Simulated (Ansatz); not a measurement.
Crystal: CsPbCl3.

```
Pb Cs Cl
1.0
     5.60500    0.00000    0.00000
     0.00000    5.60500    0.00000
     0.00000    0.00000    5.60500
Pb Cs Cl
1 1 3
Cartesian
  2.8025 2.8025 2.8025
  0.0000 0.0000 0.0000
  2.8025 0.0000 2.8025
  0.0000 2.8025 2.8025
  2.8025 2.8025 0.0000
```

```yaml
Program: Ansatz 0.2.0
Task: relaxation of cell and atoms
Functional: RPBE
Potentials_or_basis: Ansatz PAW
Cutoff: "420 eV (not typed: the program's choice for these potentials)"
k_mesh: 5 × 5 × 5
Occupations: fermi-dirac, width 0.05 eV
Spin: no spin polarisation
```

At the start: volume 35.22 Å³/atom.

Q: How do energy, volume and symmetry change on relaxing?

A: It ends after 5 steps and the volume is 40.15 Å³/atom (+14.0 %); space group Pm-3m (No. 221, to 0.05 Å).

The path:
```csv
step,energy change (eV),largest force (eV/Å),volume (Å³)
1,0.0000,0.0000,176.09
2,-0.1944,0.0000,191.18
3,-0.2227,0.0000,198.94
4,-0.2238,0.0000,200.75
5,-0.2248,0.0000,200.75
```

Final structure:
```yaml
crystal:
  lattice:
    - [5.85537, 0.00000, 0.00000]
    - [0.00000, 5.85537, 0.00000]
    - [0.00000, 0.00000, 5.85537]
  atoms:
    - { symbol: Pb, position: [0.50000, 0.50000, 0.50000] }
    - { symbol: Cs, position: [0.00000, 0.00000, 0.00000] }
    - { symbol: Cl, position: [0.50000, 0.00000, 0.50000] }
    - { symbol: Cl, position: [0.00000, 0.50000, 0.50000] }
    - { symbol: Cl, position: [0.50000, 0.50000, 0.00000] }
```

Caveat: the plane-wave basis is chosen anew once the cell has moved, so the energies of steps on either side of that aren't comparable; the volume moved by +14 % from the deposited cell, more than functionals usually miss; the PAW data sets come from PBE, with cores solved anew for the run's functional, which leaves a small shift of forces and pressure.
